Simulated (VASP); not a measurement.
Set up this calculation in VASP 6.6.1, as the native input.

```yaml
Task: relaxation of cell and atoms
Functional: PBE
Potentials_or_basis: VASP PAW PBE potentials, release 64 (Nb_pv, Si)
Cutoff: 300 eV
k_mesh: 5 × 5 × 3
Occupations: methfessel-paxton, width 0.1 eV
Spin: no spin polarisation
Further_INCAR_settings: ALGO = Normal; EDIFF = 1e-06; IBRION = 2; EDIFFG = -0.01; NSW = 90; ISIF = 3
```

The structure of NbSi2 lies in POSCAR:

```
NbSi2
1.0
    4.8190000000      0.0000000000      0.0000000000
   -2.4095000000      4.1733764208      0.0000000000
    0.0000000000      0.0000000000      6.5920000000
Nb Si
3 6
Direct
    0.5000000000      0.0000000000      0.5000000000
    0.5000000000      0.5000000000      0.8333333333
    0.0000000000      0.5000000000      0.1666666667
    0.1599000000      0.3198000000      0.5000000000
    0.8401000000      0.1599000000      0.8333333333
    0.6802000000      0.8401000000      0.1666666667
    0.8401000000      0.6802000000      0.5000000000
    0.1599000000      0.8401000000      0.8333333333
    0.3198000000      0.1599000000      0.1666666667
```

The input as run:

INCAR

```
SYSTEM = NbSi2
PREC = Accurate
ENCUT = 300
EDIFF = 1E-6
ISMEAR = 1
SIGMA = 0.1
LREAL = .FALSE.
LASPH = .TRUE.
NELM = 80
ALGO = Normal
ISIF = 3
LWAVE = .FALSE.
LCHARG = .FALSE.
GGA = PE
IBRION = 2
NSW = 90
EDIFFG = -0.01
KPAR = 4
```

KPOINTS

```
Automatic mesh
0
G
  5 5 3
  0 0 0
```

Potentials or basis: VASP PAW PBE potentials, release 64 (Nb_pv, Si).

Command:

```console
$ cat potpaw_PBE.64/Nb_pv/POTCAR potpaw_PBE.64/Si/POTCAR > POTCAR
$ mpirun -np 4 vasp_std > vasp.out
```

Results of the run:

- Relaxed volume: 14.78 Å³/atom
- Relaxed cell: a = 4.825 Å, b = 4.825 Å, c = 6.595 Å, α = 90.00°, β = 90.00°, γ = 120.00°
- Space group after relaxing (to 0.05 Å): P6_222 (No. 180)
- Energy gained by relaxing: 0.7 meV/atom
- Ionic steps: 4
- Pressure after relaxing: 0.0 GPa
- Largest force after relaxing: 0.004 eV/Å
- Band gap on the k mesh: none (metal or under the smearing width)

Caveat: the cutoff is under 1.25 times the usual one of these potentials, so pressure, stress and relaxed cells hold a basis-set (Pulay) error.

It took 38 s on 4 MPI ranks on AMD EPYC 7R43 64-Core Processor (Zen 3) (shared host), peak memory 0.15 GiB a rank.
